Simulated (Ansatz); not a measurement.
ZnS (P6_3mc) at 3 levels of theory

One geometry, relaxed with PBE; plane waves with PAW potentials in Ansatz, scalar-relativistic. No spin polarisation. Gaps are the least over mesh and band path; pressure is positive in compression.

```cif
data_structure
_symmetry_space_group_name_H-M 'P6_3mc'
_symmetry_Int_Tables_number 186
_cell_length_a 3.8457
_cell_length_b 3.8457
_cell_length_c 6.3042
_cell_angle_alpha 90.000
_cell_angle_beta 90.000
_cell_angle_gamma 120.000
_cell_volume 80.75
loop_
_atom_site_label
_atom_site_type_symbol
_atom_site_symmetry_multiplicity
_atom_site_Wyckoff_symbol
_atom_site_fract_x
_atom_site_fract_y
_atom_site_fract_z
_atom_site_occupancy
Zn1 Zn 2 b 0.33333 0.66667 0.00520 1
S1 S 2 b 0.33333 0.66667 0.37980 1
```

```csv
level,cutoff (eV),k mesh,gap (eV),pressure (GPa)
PBE,420,12×12×6,2.08,0.0
r2SCAN,500,12×12×6,2.64,-2.2
PBEsol,420,12×12×6,1.94,-3.4
```

It was relaxed from a cell as deposited in COD.
